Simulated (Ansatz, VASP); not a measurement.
**Ta2N in VASP and in Ansatz**

File INCAR:

```
SYSTEM = Ta2N
ALGO = Normal ; EDIFF = 1E-6
ENCUT = 520 ; GGA = PE
ISIF = 2 ; ISMEAR = 0
LASPH = .TRUE. ; LCHARG = .FALSE.
LREAL = .FALSE. ; LWAVE = .FALSE.
NBANDS = 20 ; NELM = 100
PREC = Accurate ; SIGMA = 0.05
```

Contents of KPOINTS:

```
k-points
0
G
  12 12 6
  0 0 0
```

File POSCAR:

```
Ta2N
1.0
    3.1128615060      0.0000000000      0.0000000000
   -1.5564307530      2.6958171426      0.0000000000
    0.0000000000      0.0000000000      4.8698410000
Ta N
2 1
Direct
    0.6666666700      0.3333333300      0.7452890000
    0.3333333300      0.6666666700      0.2547110000
    0.0092736260      0.0185472520      0.0000000000
```

Input for Ansatz:

```yaml
crystal:
  lattice:
    - [3.112861506, 0.0, 0.0]
    - [-1.556430753, 2.6958171426, 0.0]
    - [0.0, 0.0, 4.869841]
  atoms:
    - { symbol: Ta, position: [0.66666667, 0.33333333, 0.745289] }
    - { symbol: Ta, position: [0.33333333, 0.66666667, 0.254711] }
    - { symbol: "N", position: [0.009273626, 0.018547252, 0.0] }
basis:
  ecutwfc: 500
  fft_grid_basis: typed
kpoints:
  mp_grid: { grid: [12, 12, 6] }
hamiltonian:
  xc: pbe
  pseudopotentials: { kind: paw }
scf:
  occupations: { method: gaussian, width: 0.05 }
output:
  forces: true
  stress: true
  eigenvalues: true
  bader: true
  write_density: true
  volumetric_format: npy
```

The cell comes from a database or a generator and needn't be the stable form of this composition.

Alike in both runs: task single point; functional PBE; k mesh 12 × 12 × 6; occupations gaussian, width 0.05 eV; no spin polarisation.

|  | VASP | Ansatz |
| --- | --- | --- |
| version | VASP 6.6.1 | Ansatz 0.2.0 |
| potentials or method | VASP PAW PBE potentials, release 64 (Ta_pv, N) | scalar-relativistic, plane waves, PAW |
| plane-wave cutoff (eV) | 520 | 500 |
| valence electrons in the cell | 27 | 31 |

|  | VASP | Ansatz | Ansatz less VASP |
| --- | --- | --- | --- |
| gap on the k mesh at the Fermi level (eV) | none | none | - |
| pressure (GPa) | -0.7 | -1.1 | -0.42 |
| largest component of the traceless stress (GPa) | 0.30 | 0.35 | +0.053 |
| rms of the force components (eV/Å) | 0.257 | 0.257 | +0.0005 |

Atom by atom the forces differ by 0.022 eV/Å (rms over components). A gap of «none» marks a metal or a gap that the smearing closes. With one functional, cell and mesh, what is left measures potentials, basis and numerics. The two sets of potentials don't hold the same shells in valence.

Spin-orbit coupling is left out, which matters for the levels of Ta.
